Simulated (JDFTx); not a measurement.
A run of JDFTx 1.7.0 (patched build) is set up as follows.

Nb.in

```
lattice \
   -3.1444097851     3.1444097851     3.1444097851 \
    3.1444097851    -3.1444097851     3.1444097851 \
    3.1444097851     3.1444097851    -3.1444097851
coords-type Lattice
ion Nb     0.0000000000     0.0000000000     0.0000000000 1

ion-species pseudo/Nb.upf
elec-cutoff 41
elec-ex-corr gga-PBEsol
kpoint-folding 11 11 11
elec-smearing Fermi 0.0018374661
elec-n-bands 12
electronic-SCF nIterations 100 energyDiffThreshold 1e-09
electronic-minimize nIterations 30 energyDiffThreshold 1e-7
converge-empty-states yes
forces-output-coords Cartesian

dump-name run.$VAR
dump End Ecomponents EigStats BandEigs Kpoints Forces Stress ElecDensity Dtot KEdensity
```

Potentials or basis: PseudoDojo-SR-PBEsol-0.4.1-standard with smoothed tails.

The run is started by

```console
$ jdftx -c 1 -i Nb.in -o Nb.out
```

Question: What does it give for the pressure?

Answer: -7.7 GPa.

Question: Predict the band gap on the k mesh.

Answer: None (metal or under the smearing width).
